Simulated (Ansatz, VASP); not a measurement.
One calculation of SrVO3, two programs

The input INCAR:

```
SYSTEM = SrVO3
PREC = Accurate ; ENCUT = 600
EDIFF = 1E-7 ; ISMEAR = 0
SIGMA = 0.1 ; LREAL = .FALSE.
LASPH = .TRUE. ; NELM = 150
ALGO = Normal ; ISIF = 3
LWAVE = .FALSE. ; LCHARG = .FALSE.
ISPIN = 2 ; MAGMOM = 0 0.42 0 0 0
LORBIT = 11 ; LMAXMIX = 4
GGA = PE ; IBRION = 2
NSW = 100 ; EDIFFG = -0.005
```

The input KPOINTS:

```
Automatic mesh
0
G
  10 10 10
  0 0 0
```

Contents of POSCAR:

```
SrVO3
1.0
    3.8409000000      0.0000000000      0.0000000000
    0.0000000000      3.8409000000      0.0000000000
    0.0000000000      0.0000000000      3.8409000000
Sr V O
1 1 3
Direct
    0.5000000000      0.5000000000      0.5000000000
    0.0000000000      0.0000000000      0.0000000000
    0.5000000000      0.0000000000      0.0000000000
    0.0000000000      0.5000000000      0.0000000000
    0.0000000000      0.0000000000      0.5000000000
```

Input for Ansatz:

```yaml
crystal:
  lattice:
    - [3.8409, 0.0, 0.0]
    - [0.0, 3.8409, 0.0]
    - [0.0, 0.0, 3.8409]
  atoms:
    - { symbol: Sr, position: [0.5, 0.5, 0.5] }
    - { symbol: V, position: [0.0, 0.0, 0.0], spin: 0.42 }
    - { symbol: O, position: [0.5, 0.0, 0.0] }
    - { symbol: O, position: [0.0, 0.5, 0.0] }
    - { symbol: O, position: [0.0, 0.0, 0.5] }
basis:
  ecutwfc: 420
kpoints:
  mp_grid: { grid: [10, 10, 10] }
hamiltonian:
  xc: pbe
scf:
  occupations: { method: gaussian, width: 0.1 }
output:
  forces: true
  stress: true
  eigenvalues: true
  populations: true
magnetization:
  spin_polarized: true
relax:
  adjacent_minimum: "off"
  f_tol: 0.005
  max_steps: 80
  cell: { stress_tol: 0.05 }
```

Alike in both runs: task relaxation of cell and atoms; functional PBE; k mesh 10 × 10 × 10; occupations gaussian, width 0.1 eV; collinear spin.

```csv
,VASP,Ansatz
version,VASP 6.6.1,Ansatz 0.2.0
potentials or method,"VASP PAW PBE potentials, release 64 (Sr_sv, V_sv, O)","scalar-relativistic, plane waves, PAW"
plane-wave cutoff (eV),600,420
valence electrons in the cell,41,41
```

|  | VASP | Ansatz | Ansatz less VASP |
| --- | --- | --- | --- |
| gap on the k mesh at the Fermi level, each at its own relaxed structure (eV) | none | none | - |
| net moment per atom (μB) | 0.07 | 0.07 | -0.001 |
| size of the moment on the site where the two differ most (μB) | 0.33 | 0.26 | -0.067 |
| relaxed volume (Å³/atom) | 11.54 | 11.49 | -0.044 |
| relaxed cell length with the largest relative difference (Å) | 3.864 | 3.859 | -0.0049 |
| energy change over the relaxation (meV/atom) | -2 | -1 | +0.7 |

Site moments also hang on the region over which each program counts them. A gap of «none» marks a metal or a gap that the smearing closes.

Caveats: semilocal functionals often make such compounds metallic where correlation or magnetic order opens a gap, which also shifts bond lengths. Zero-point motion and thermal expansion aren't in these numbers. PBE usually gives volumes a little too large and moduli too small.
